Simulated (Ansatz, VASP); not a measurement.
CdSe in VASP and in Ansatz

```
Cd Se
1.0
     0.00000    3.07027    3.07027
     3.07027    0.00000    3.07027
     3.07027    3.07027    0.00000
Cd Se
1 1
Cartesian
  0.0000 0.0000 0.0000
  4.6054 4.6054 4.6054
```

Measurements of this composition are mostly on another form, of space group No. 186.

Alike in both runs: task single point; functional PBEsol; k mesh 6 × 6 × 6; occupations gaussian, width 0.1 eV; no spin polarisation.

|  | VASP | Ansatz |
| --- | --- | --- |
| version | VASP 6.6.1 | Ansatz 0.2.0 |
| potentials or method | VASP PAW PBE potentials, release 64 (Cd, Se) | scalar-relativistic, plane waves, PAW |
| plane-wave cutoff (eV) | 520 | 420 |
| valence electrons in the cell | 18 | 36 |

Ansatz gave:

```
gap on the k mesh at the Fermi level (eV) : 0.42
least direct gap on the mesh (eV)         : 0.42
pressure (GPa)                            : -1.4
```

Q: Which values does VASP return?

A: gap on the k mesh at the Fermi level (eV): 0.42; least direct gap on the mesh (eV): 0.42; pressure (GPa): -1.1.

The two sets of potentials don't hold the same shells in valence.

Caveats: the PAW data sets were made with another functional, which shifts forces and pressure a little (VASP).
